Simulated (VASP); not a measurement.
Set up this calculation in VASP 6.6.1, as the native input.

```yaml
Task: relaxation of cell and atoms
Functional: PBE
Dispersion: D3(BJ)
Potentials_or_basis: VASP PAW PBE potentials, release 64 (Te, Mo_sv)
Cutoff: 600 eV
k_mesh: 9 × 9 × 2
Occupations: gaussian, width 0.03 eV
Spin: no spin polarisation
Further_INCAR_settings: ALGO = Normal; EDIFF = 1e-07; IBRION = 2; EDIFFG = -0.005; NSW = 90; ISIF = 3
```

The structure of Te2Mo lies in POSCAR:

```
Te2Mo                                   
1.0
    3.4956786070     -0.0000000000      0.0000000000
   -1.7478393035      3.0273464772     -0.0000000000
   -0.0000000000     -0.0000000000     13.6948374266
  Te              Mo            
     4     2
Direct
     0.3333333332999970    0.6666666667000030    0.6172428416304346
     0.6666666667000030    0.3333333332999970    0.1172428416304346
     0.3333333332999970    0.6666666667000030    0.8827571583695654
     0.6666666667000030    0.3333333332999970    0.3827571583695654
     0.3333333332999970    0.6666666667000030    0.2500000000000000
     0.6666666667000030    0.3333333332999970    0.7500000000000000
```

The input as run:

INCAR

```
PREC = Accurate ; ENCUT = 600
EDIFF = 1E-7 ; ISMEAR = 0
SIGMA = 0.03 ; LREAL = False
LASPH = True ; NELM = 80
ALGO = Normal ; ISIF = 3
LWAVE = False ; LCHARG = False
GGA = PE ; IVDW = 12
IBRION = 2 ; NSW = 90
EDIFFG = -0.005 ; KPAR = 4
```

KPOINTS

```
regular mesh
0
Gamma
  9 9 2
```

Potentials or basis: VASP PAW PBE potentials, release 64 (Te, Mo_sv).

Command:

```sh
$ cat potpaw_PBE.64/Te/POTCAR potpaw_PBE.64/Mo_sv/POTCAR > POTCAR
$ mpirun -np 4 vasp_std > vasp.out
```

Results of the run:

```yaml
Pressure_after_relaxing: 0.0 GPa
Largest_force_after_relaxing: 0.003 eV/Å
Band_gap_on_the_k_mesh: 0.67 eV, indirect (least direct gap 1.03 eV)
Dispersion_energy_per_atom: -0.554 eV
```

Caveat: the relaxation stopped at its first step, so nothing moved; spin-orbit coupling is left out, which moves the levels of the heavy elements; an odd mesh through Γ misses points on the zone boundary, where band edges often lie.

Wall time 30 s on 4 MPI ranks on Intel(R) Xeon(R) 6975P-C (Granite Rapids) (shared host), peak memory 0.35 GiB a rank.
